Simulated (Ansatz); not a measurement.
# MgO2 (Pa-3) in Ansatz: a series of runs

Aim: see how the results for MgO2 move with the level of theory and the settings. Levels: BLYP, r2SCAN. Tasks: relaxation of cell and atoms.

Program: Ansatz 0.2.0. These are calculated values, not measurements. Logs are shortened: lines on timing, memory, paths and dates and some standing lists are left out, and cuts for length are marked.

## Step 1: Starting point

The structure is cubic, space group Pa-3 (No. 205). Conventional cell: a = 4.829 Å, b = 4.829 Å, c = 4.829 Å, α = 90.00°, β = 90.00°, γ = 90.00°. Around Mg (site symmetry -3) lie 6 O at 2.07 Å. Around O (site symmetry 3) lie 1 O at 1.50 Å.

The cell is a database's computed one.

## Step 2: Relaxation of cell and atoms, BLYP

The input, input.yaml:

```yaml
crystal:
  lattice:
    - [4.82861247, 0.0, 0.0]
    - [0.0, 4.82861247, 0.0]
    - [0.0, 0.0, 4.82861247]
  atoms:
    - { symbol: Mg, position: [0.0, 0.0, 0.0] }
    - { symbol: Mg, position: [0.5, 0.0, 0.5] }
    - { symbol: Mg, position: [0.5, 0.5, 0.0] }
    - { symbol: Mg, position: [0.0, 0.5, 0.5] }
    - { symbol: O, position: [0.58942444, 0.91057556, 0.08942444] }
    - { symbol: O, position: [0.91057556, 0.08942444, 0.58942444] }
    - { symbol: O, position: [0.08942444, 0.58942444, 0.91057556] }
    - { symbol: O, position: [0.41057556, 0.41057556, 0.41057556] }
    - { symbol: O, position: [0.58942444, 0.58942444, 0.58942444] }
    - { symbol: O, position: [0.91057556, 0.41057556, 0.08942444] }
    - { symbol: O, position: [0.08942444, 0.91057556, 0.41057556] }
    - { symbol: O, position: [0.41057556, 0.08942444, 0.91057556] }
hamiltonian:
  xc: blyp
  pseudopotentials: { kind: paw }
kpoints:
  mp_grid: { grid: [6, 6, 6] }
scf:
  occupations: { method: fermi_dirac, width: 0.05 }
output:
  forces: true
  stress: true
  eigenvalues: true
relax:
  f_tol: 0.01
  max_steps: 40
  cell: { stress_tol: 0.05 }
```

Potentials or basis: Ansatz PAW.

The run is started by

```console
ansatz run input.yaml --threads 4 --pin off --max-ram 11264MiB --backend cpu --events-out ev --progress --plain --runs-dir out
```

Standard output:

```text
Warning: RAYON_NUM_THREADS=4 ignored (pool sized by the plan → 4); use --threads N
Engine: ansatz 0.2.0, x86_64-unknown-linux-gnu
Pseudopotentials: kind: paw
Pseudopotential: Mg, paw, valence charge 10, recommended cutoff 420 eV (normal), Mg.paw.azcp
Pseudopotential: O, paw, valence charge 6, recommended cutoff 420 eV (normal), O.paw.azcp
Functional definition: BLYP
  parameter beta = 0.0042
  parameter a = 0.04918
  parameter b = 0.132
  parameter c = 0.2533
  parameter d = 0.349
  exchange = b88_x(beta = beta)
  correlation = lyp_c(a = a, b = b, c = c, d = d)
Crystal: 12 atoms, lattice volume = 112.582 Å³
Basis set: ecut = 420 eV, 2205 PW (Γ), exchange–correlation on 72×72×72 points (8 copies of the dense FFT grid, shifted against one another)
Bands: 56, of which v1, the nominal top of the filled ones, is band 44 counted from 1 (43 counted from 0)
Symmetry: 24 space group operations
Space group: Pa-3 (ITA 205), of the structure as read, at distance tolerance 4.8e-5 Å
k-points: 24 of 216
Non-local potential: Mg, projectors of the file, l = 0: 3, l = 1: 2, l = 2: 1
Non-local potential: O, projectors of the file, l = 0: 2, l = 1: 2, l = 2: 1
PAW form: soft (Blöchl's): semilocal exchange-correlation on the pseudo side does not see the compensation charge
PAW frozen core: Mg, regenerated for the run's functional, and the local potential with it (the file was generated under x = pbe(κ = 0.804, μ = 0.2195149727645171), c = pbe(β = 0.06672455060314922))
PAW frozen core: O, regenerated for the run's functional, and the local potential with it (the file was generated under x = pbe(κ = 0.804, μ = 0.2195149727645171), c = pbe(β = 0.06672455060314922))
PAW one-centre angular grid: Mg, 110 points (default); XC on 64 Gauss nodes
PAW one-centre angular grid: O, 110 points (default); XC on 64 Gauss nodes
Initial density: superposition of atomic densities (neutral atoms: chi_scale 0, normalization atom), corrected by the library's trained network
Initial wavefunctions: pseudopotential atomic-orbital guess
Functional: x = b88, c = lyp
SCF iter   1: F=—  HF=-12263.852974 eV  |F-HF|=—  |Δ(HF+E_count)|=         —  Δρ=1.29e-2  dr2=8.41e-2  ethr=1.77e-3  ⟨swp⟩=6.0  Hψ=5464  notcnv=0  defer=9
preconditioner: auto → Resta (q_TF=auto, 2.619 Å⁻¹)  ε∞=3.7  [insulator: Δε(μ)=4.109 eV  Ē_g=16.019 eV  σ=0.050 eV  W_gap=1.00  n_scr=32 (ndim 8)  ℏωp=26.2 eV  f_vac=0.000  D(μ)=0.00/eV (n_scr^D=0)  ε∞_Penn≈3.7]
SCF iter   2: F=—  HF=-12263.829242 eV  |F-HF|=—  |Δ(HF+E_count)|=   2.37e-2  Δρ=3.84e-3  dr2=6.06e-3  ethr=9.55e-5  ⟨swp⟩=2.0  Hψ=2060  notcnv=0  defer=189
SCF iter   3: F=—  HF=-12263.829882 eV  |F-HF|=—  |Δ(HF+E_count)|=   6.40e-4  Δρ=8.57e-4  dr2=3.29e-4  ethr=6.89e-6  ⟨swp⟩=2.0  Hψ=1922  notcnv=0  defer=189
SCF iter   4: F=—  HF=-12263.830409 eV  |F-HF|=—  |Δ(HF+E_count)|=   5.27e-4  Δρ=8.95e-5  dr2=5.36e-6  ethr=3.74e-7  ⟨swp⟩=2.0  Hψ=1819  notcnv=0  defer=189
SCF iter   5: F=—  HF=-12263.830158 eV  |F-HF|=—  |Δ(HF+E_count)|=   2.52e-4  Δρ=2.49e-5  dr2=4.31e-7  ethr=6.09e-9  ⟨swp⟩=2.0  Hψ=2211  notcnv=0  defer=189
SCF iter   6: F=-12263.830158 eV  HF=-12263.830158 eV  |F-HF|=6.46e-9  |Δ(HF+E_count)|=   5.62e-7  Δρ=5.83e-6  dr2=1.54e-8  ethr=1.14e-10  ⟨swp⟩=10.1  Hψ=6011  notcnv=0
SCF 1 converged in 6 iterations: F = -12263.830158 eV  dr2 = 1.54e-8
relax step   1: F+E_penalty+E_count = -12263.83015822 eV  Δ(F+E_penalty+E_count) = +0.000e0 eV  max|allowed force component| = 1.883e-1 eV/Å  Δτ_max = 0.0000 Å  P = +8.881 GPa  Ω = 112.582 Å³  (6 SCF iters, dr2 threshold 1.00e-7 eV, accepted)
Crystal: 12 atoms, lattice volume = 115.612 Å³
Basis set: ecut = 420 eV, 2301 PW (Γ), exchange–correlation on 72×72×72 points (8 copies of the dense FFT grid, shifted against one another)
Initial density: handed on by an earlier stage of this run
Initial wavefunctions: those handed on with the density
iter 1 solved again at ethr=1.65e-5 eV; its pass at ethr=3.10e-3 eV (dr2=1.45e-2 eV) is discarded
SCF iter   1: F=—  HF=-12263.941851 eV  |F-HF|=—  |Δ(HF+E_count)|=         —  Δρ=4.24e-3  dr2=1.44e-2  ethr=1.65e-5  ⟨swp⟩=1.9  Hψ=5235  notcnv=0
preconditioner: auto → Resta (q_TF=auto, 2.607 Å⁻¹)  ε∞=3.7  [insulator: Δε(μ)=3.920 eV  Ē_g=15.711 eV  σ=0.050 eV  W_gap=1.00  n_scr=32 (ndim 8)  ℏωp=25.8 eV  f_vac=0.003  D(μ)=0.00/eV (n_scr^D=0)  ε∞_Penn≈3.7]
SCF iter   2: F=—  HF=-12263.936845 eV  |F-HF|=—  |Δ(HF+E_count)|=   5.01e-3  Δρ=1.89e-3  dr2=3.52e-3  ethr=1.64e-5  ⟨swp⟩=2.0  Hψ=1995  notcnv=0
SCF iter   3: F=—  HF=-12263.935675 eV  |F-HF|=—  |Δ(HF+E_count)|=   1.17e-3  Δρ=4.15e-4  dr2=1.98e-4  ethr=4.01e-6  ⟨swp⟩=3.0  Hψ=2300  notcnv=0
SCF iter   4: F=—  HF=-12263.935365 eV  |F-HF|=—  |Δ(HF+E_count)|=   3.09e-4  Δρ=8.46e-5  dr2=5.80e-6  ethr=2.25e-7  ⟨swp⟩=2.0  Hψ=2258  notcnv=0
iter 5 did not close the SCF: its close was put off for the readings that it lacked (scf_convergence_deferred on its scf_iter line)
SCF iter   5: F=-12263.935367 eV  HF=-12263.935367 eV  |F-HF|=1.91e-7  |Δ(HF+E_count)|=   1.08e-6  Δρ=1.97e-5  dr2=2.87e-7  ethr=6.59e-9  ⟨swp⟩=2.0  Hψ=1827  notcnv=0
[... 76 lines left out ...]
SCF iter   5: F=-12264.012904 eV  HF=-12264.012904 eV  |F-HF|=1.82e-12  |Δ(HF+E_count)|=  1.27e-11  Δρ=7.89e-8  dr2=2.04e-12  ethr=1.00e-12  ⟨swp⟩=1.0  Hψ=1344  notcnv=0
iter 6 did not close the SCF: its close was put off for the readings that it lacked (scf_convergence_deferred on its scf_iter line)
SCF iter   6: F=-12264.012904 eV  HF=-12264.012904 eV  |F-HF|=1.82e-12  |Δ(HF+E_count)|=    0.00e0  Δρ=1.46e-8  dr2=1.05e-13  ethr=1.00e-12  ⟨swp⟩=1.0  Hψ=1344  notcnv=0
iter 7 did not close the SCF: its close was put off for the readings that it lacked (scf_convergence_deferred on its scf_iter line)
SCF iter   7: F=-12264.012904 eV  HF=-12264.012904 eV  |F-HF|=0.00e0  |Δ(HF+E_count)|=  1.82e-12  Δρ=2.77e-9  dr2=3.77e-15  ethr=1.00e-12  ⟨swp⟩=1.0  Hψ=1344  notcnv=0
SCF iter   8: F=-12264.012904 eV  HF=-12264.012904 eV  |F-HF|=3.64e-12  |Δ(HF+E_count)|=  3.64e-12  Δρ=3.56e-10  dr2=7.07e-17  ethr=1.00e-12  ⟨swp⟩=2.2  Hψ=2996  notcnv=0
SCF 8 converged in 8 iterations: F = -12264.012904 eV  dr2 = 7.07e-17
relax step   8: F+E_penalty+E_count = -12264.01290423 eV  Δ(F+E_penalty+E_count) = -2.938e-3 eV  max|allowed force component| = 8.253e-5 eV/Å  Δτ_max = 0.0000 Å  P = +0.023 GPa  Ω = 119.550 Å³  stress off target by 2.28e-2 GPa  SCF on the basis re-selected at this cell (its energy is not comparable with the rows above)  (8 SCF iters)
basis re-selected at this cell: Δ(F+E_penalty+E_count) = -2.938e-3 eV, ΔP = +0.023 GPa vs the last step (what re-selecting the basis moved, of the pressure what is left beyond the Pulay correction that the steps carried, after the strain that the cell walked since its last selection, with what the two solves' SCF thresholds leave and, on support functions, any second-order correction that the steps lacked; it is no measure of the basis error at this ecutwfc). This SCF's stress stands 2.28e-2 GPa from its target on what of the cell is left free (relax.cell.stress_tol is 5.00e-2 GPa) and its largest allowed force component is 8.25e-5 eV/Å (relax.f_tol is 1.00e-2 eV/Å): within both
SCF converged after 8 iterations
Free energy (F): -12264.012904 eV
Harris-Foulkes:  -12264.012904 eV  (|F-HF|=3.64e-12)
Internal energy: -12264.012904 eV  (E = F + TS)
E sigma→0 (E₀):  -12264.012904 eV
Fermi energy:    8.395481 eV
--- Per-component energies (eV) ---
  E_band       = -1357.316538
  E_kinetic    = 1705.579543
  E_local      = -8204.073040  (includes V_loc(G=0)·N_el)
  E_nonlocal   = 757.823074
  E_hartree    = 2837.758448
  E_xc         = -700.230368
  E_vxc        = -892.933116  (∫ρ·V_xc dr)
  E_paw        = -2469.103958  (= ΣΔE_a)
  E_vpaw       = -399.249628  (= ΣTr[D̂ρ^β])
  E_aug_tail   = 0.019734  (compensation charges beyond the density's cutoff)
  E_ewald      = -6191.817334
  E_core_change = 0.030996  (= ΣΔE_core)
  E_smearing   = -0.000000  (= −TS)
  E_closure    = 0.000000  (closes the sum)
  Σ components = -12264.012904   (vs F -12264.012904, Δ=0.00e0)
--- Forces (eV/Å), atoms counted from 1 ---
  atom   1  Mg     0.00000000     0.00000000    -0.00000000
  atom   2  Mg     0.00000000    -0.00000000    -0.00000000
  atom   3  Mg    -0.00000000    -0.00000000     0.00000000
  atom   4  Mg    -0.00000000     0.00000000    -0.00000000
  atom   5  O     -0.00008253     0.00008253    -0.00008253
  atom   6  O      0.00008253    -0.00008253    -0.00008253
  atom   7  O     -0.00008253    -0.00008253     0.00008253
  atom   8  O      0.00008253     0.00008253     0.00008253
  atom   9  O     -0.00008253    -0.00008253    -0.00008253
  atom  10  O      0.00008253     0.00008253    -0.00008253
  atom  11  O     -0.00008253     0.00008253     0.00008253
  atom  12  O      0.00008253    -0.00008253     0.00008253
  max |Σ_I F_I| component: 1.59e-18 eV/Å
--- Stress (GPa, compression-positive) ---
        0.022781       0.000000      -0.000000
        0.000000       0.022781      -0.000000
       -0.000000      -0.000000       0.022781
  P = ⅓ Tr σ = 0.0228 GPa (0.228 kbar)
--- Band table (eV; the first three rows and the last of 24) ---
  k-point 0: bands = ["-66.4550", "-66.4538", "-66.4538", "-66.4538", "-33.4092", "-33.4092", "-33.4092", "-33.4052", "-33.4003", "-33.4003", "-33.4003", "-33.3977", "-33.3977", "-33.3938", "-33.3938", "-33.3938", "-13.9028", "-13.1728", "-13.1728", "-13.1728", "-8.0324", "-8.0324", "-8.0324", "-7.6739", "1.1028", "1.4174", "1.4174", "1.4174", "1.8042", "1.8042", "1.8042", "2.6379", "2.6379", "3.5607", "3.5607", "3.5607", "4.7240", "4.7240", "4.7240", "6.1166", "6.1166", "6.1166", "6.5419", "6.5419", "10.8562", "10.8562", "10.8562", "10.9046", "12.8046", "17.3266", "17.3266", "17.3266", "18.0470", "18.0470", "18.0470", "18.8172"]
  k-point 1: bands = ["-66.4549", "-66.4538", "-66.4538", "-66.4538", "-33.4087", "-33.4086", "-33.4083", "-33.4051", "-33.4009", "-33.4005", "-33.4000", "-33.3982", "-33.3976", "-33.3948", "-33.3942", "-33.3941", "-13.8548", "-13.2222", "-13.1675", "-13.1675", "-8.0329", "-8.0317", "-8.0164", "-7.7066", "0.9791", "1.1047", "1.2956", "1.3632", "1.9392", "1.9400", "2.1955", "2.5053", "2.7093", "3.3820", "3.4279", "3.5598", "4.8671", "4.9353", "4.9671", "6.0930", "6.1040", "6.1819", "6.4561", "6.5345", "10.6359", "10.7607", "10.8232", "10.8802", "13.2067", "16.8839", "17.2362", "17.4108", "17.7945", "18.1539", "18.2119", "18.7994"]
  k-point 2: bands = ["-66.4547", "-66.4541", "-66.4538", "-66.4538", "-33.4073", "-33.4071", "-33.4059", "-33.4051", "-33.4024", "-33.4006", "-33.3995", "-33.3994", "-33.3971", "-33.3971", "-33.3953", "-33.3950", "-13.7227", "-13.3571", "-13.1570", "-13.1569", "-8.0330", "-8.0309", "-7.9674", "-7.7893", "0.7844", "0.8076", "1.1666", "1.2489", "2.1056", "2.2310", "2.3000", "2.6625", "2.8429", "3.1173", "3.1592", "3.4952", "5.2448", "5.3564", "5.3986", "6.0143", "6.0278", "6.1798", "6.3168", "6.5048", "10.3710", "10.5422", "10.7669", "10.8181", "14.0445", "15.9913", "17.0831", "17.3120", "17.7171", "18.4304", "18.6499", "18.7448"]
  k-point 23: bands = ["-66.4541", "-66.4541", "-66.4541", "-66.4541", "-33.4117", "-33.4117", "-33.4117", "-33.4117", "-33.3974", "-33.3974", "-33.3974", "-33.3974", "-33.3946", "-33.3946", "-33.3946", "-33.3946", "-13.3011", "-13.3011", "-13.3011", "-13.3011", "-8.0681", "-8.0681", "-8.0681", "-8.0681", "1.4210", "1.4210", "1.4210", "1.4210", "1.5458", "1.5458", "1.5458", "1.5458", "3.5141", "3.5141", "3.5141", "3.5141", "5.8733", "5.8733", "5.8733", "5.8733", "6.0203", "6.0203", "6.0203", "6.0203", "10.8116", "10.8116", "10.8116", "10.8116", "15.9558", "15.9558", "15.9558", "15.9558", "17.3655", "17.3655", "17.3655", "17.3655"]
--- Relaxed structure (6 steps of the walk, 6 accepted, 2 SCFs on fresh bases) ---
  F+E_penalty+E_count = -12264.01290423 eV   max|allowed force component| = 8.253e-5 eV/Å   (the final SCF, on the basis selected at the relaxed cell)
  cell:  # Å, volume = 119.5502 Å³
    - [4.9262532383744295, -1.0271626370065259e-33, 0.0]
    - [-4.172848212839011e-34, 4.9262532383744295, 0.0]
    - [4.81482486096809e-34, 0.0, 4.9262532383744295]
  atoms:
    - { symbol: Mg, position: [1.1694635571038944e-22, -1.754195335651638e-21, -1.637248979941465e-21] }
    - { symbol: Mg, position: [0.5, -1.7541953356516556e-21, 0.5] }
    - { symbol: Mg, position: [0.5, 0.5, -1.6372489799414647e-21] }
    - { symbol: Mg, position: [1.169463557100929e-22, 0.5, 0.5] }
    - { symbol: O, position: [0.5893336710269642, 0.9106663289730361, 0.08933367102696403] }
    - { symbol: O, position: [0.9106663289730361, 0.08933367102696403, 0.5893336710269642] }
    - { symbol: O, position: [0.08933367102696403, 0.5893336710269642, 0.9106663289730361] }
    - { symbol: O, position: [0.410666328973036, 0.410666328973036, 0.410666328973036] }
    - { symbol: O, position: [0.5893336710269642, 0.5893336710269642, 0.5893336710269642] }
    - { symbol: O, position: [0.9106663289730361, 0.410666328973036, 0.08933367102696403] }
    - { symbol: O, position: [0.08933367102696403, 0.9106663289730361, 0.410666328973036] }
    - { symbol: O, position: [0.410666328973036, 0.08933367102696403, 0.9106663289730361] }
```

It took 11 s on 4 threads of Intel Xeon 6975P-C (Granite Rapids), shared host; peak memory 0.55 GiB.

What came out:

```
Free energy                            : -12264.0129 eV
Relaxed volume                         : 9.96 Å³/atom
Relaxed cell                           : a = 4.926 Å, b = 4.926 Å, c = 4.926 Å, α = 90.00°, β = 90.00°, γ = 90.00°
Space group after relaxing (to 0.05 Å) : Pa-3 (No. 205)
Energy gained by relaxing              : 15.2 meV/atom
Ionic steps                            : 8
Pressure after relaxing                : 0.0 GPa
Band gap on the k mesh                 : 3.76 eV, indirect (least direct gap 3.87 eV)
```

Step by step:
```
step  energy change (eV)  largest force (eV/Å)  volume (Å³)
   1              0.0000                0.3262       112.58
   2             -0.1052                0.1806       115.61
   3             -0.1309                0.0152       118.69
   4             -0.1299                0.0014       118.88
   5             -0.1824                0.0026       118.88
   6             -0.1802                0.0009       119.49
   7             -0.1798                0.0002       119.55
   8             -0.1827                0.0001       119.55
```

Final structure:
```
Mg O
1.0
     4.92625    0.00000    0.00000
     0.00000    4.92625    0.00000
     0.00000    0.00000    4.92625
Mg O
4 8
Direct
  0.00000 0.00000 0.00000
  0.50000 0.00000 0.50000
  0.50000 0.50000 0.00000
  0.00000 0.50000 0.50000
  0.58933 0.91067 0.08933
  0.91067 0.08933 0.58933
  0.08933 0.58933 0.91067
  0.41067 0.41067 0.41067
  0.58933 0.58933 0.58933
  0.91067 0.41067 0.08933
  0.08933 0.91067 0.41067
  0.41067 0.08933 0.91067
```

Caveat: the plane-wave basis is chosen anew once the cell has moved, so the energies of steps on either side of that aren't comparable; the pressure holds a Pulay correction of +1.0 GPa for the finite cutoff; the PAW data sets come from PBE, with cores solved anew for the run's functional, which leaves a small shift of forces and pressure.

## Step 3: Relaxation of cell and atoms, r2SCAN

Edit input.yaml of step 2 so:

```diff
@@ -19,3 +19,3 @@
 hamiltonian:
-  xc: blyp
+  xc: r2scan
   pseudopotentials: { kind: paw }
```

Potentials or basis: Ansatz PAW.

The run is started by

```console
ansatz run input.yaml --threads 4 --pin off --max-ram 11264MiB --backend cpu --events-out ev --progress --plain --runs-dir out
```

Run time: 8.7 s. Hardware: 4 threads of Intel Xeon 6975P-C (Granite Rapids), shared host; peak memory 0.78 GiB.

The run converged. Its results:

| Item | Value |
| --- | --- |
| Free energy | -12255.9336 eV |
| Relaxed volume | 9.41 Å³/atom |
| Relaxed cell | a = 4.834 Å, b = 4.834 Å, c = 4.834 Å, α = 90.00°, β = 90.00°, γ = 90.00° |
| Space group after relaxing (to 0.05 Å) | Pa-3 (No. 205) |
| Energy gained by relaxing | 0.4 meV/atom |
| Ionic steps | 4 |
| Pressure after relaxing | 0.0 GPa |
| Band gap on the k mesh | 4.71 eV, indirect (least direct gap 4.84 eV) |

Forces on the atoms (eV/Å):
```
Mg   0.000  0.000  0.000
Mg   0.000  0.000  0.000
Mg   0.000  0.000  0.000
Mg   0.000  0.000  0.000
O    0.002 -0.002  0.002
O   -0.002  0.002  0.002
O    0.002  0.002 -0.002
O   -0.002 -0.002 -0.002
O    0.002  0.002  0.002
O   -0.002 -0.002  0.002
O    0.002 -0.002 -0.002
O   -0.002  0.002 -0.002
```

Step by step:
```
step  energy change (eV)  largest force (eV/Å)  volume (Å³)
   1              0.0000                0.2101       112.58
   2             -0.0029                0.1147       112.75
   3             -0.0041                0.0027       112.97
   4             -0.0043                0.0028       112.97
```

Final structure:
```cif
data_structure
_symmetry_space_group_name_H-M 'P 1'
_symmetry_Int_Tables_number 1
_cell_length_a 4.8342
_cell_length_b 4.8342
_cell_length_c 4.8342
_cell_angle_alpha 90.000
_cell_angle_beta 90.000
_cell_angle_gamma 90.000
_cell_volume 112.97
loop_
_atom_site_label
_atom_site_type_symbol
_atom_site_fract_x
_atom_site_fract_y
_atom_site_fract_z
_atom_site_occupancy
Mg1 Mg 0.00000 0.00000 0.00000 1
Mg2 Mg 0.50000 0.00000 0.50000 1
Mg3 Mg 0.50000 0.50000 0.00000 1
Mg4 Mg 0.00000 0.50000 0.50000 1
O1 O 0.58883 0.91117 0.08883 1
O2 O 0.91117 0.08883 0.58883 1
O3 O 0.08883 0.58883 0.91117 1
O4 O 0.41117 0.41117 0.41117 1
O5 O 0.58883 0.58883 0.58883 1
O6 O 0.91117 0.41117 0.08883 1
O7 O 0.08883 0.91117 0.41117 1
O8 O 0.41117 0.08883 0.91117 1
```

Levels at points of the mesh, in eV from the valence-band top:
```tsv
k point	band 42	band 43	band 44	band 45	band 46	band 47
(0.00, 0.00, 0.00)	-0.49	0.00	0.00	5.38	5.38	5.38
(0.00, 0.00, -0.50)	-0.70	-0.13	-0.13	4.77	4.77	5.24
(0.00, -0.50, -0.50)	-0.49	-0.49	-0.49	5.00	5.00	5.00
(-0.50, -0.50, -0.50)	-0.55	-0.55	-0.55	5.31	5.31	5.31
```

Caveat: the plane-wave basis is chosen anew once the cell has moved, so the energies of steps on either side of that aren't comparable; the PAW data sets come from PBE, with cores solved anew for the run's functional, which leaves a small shift of forces and pressure. A k mesh can miss the band edges.
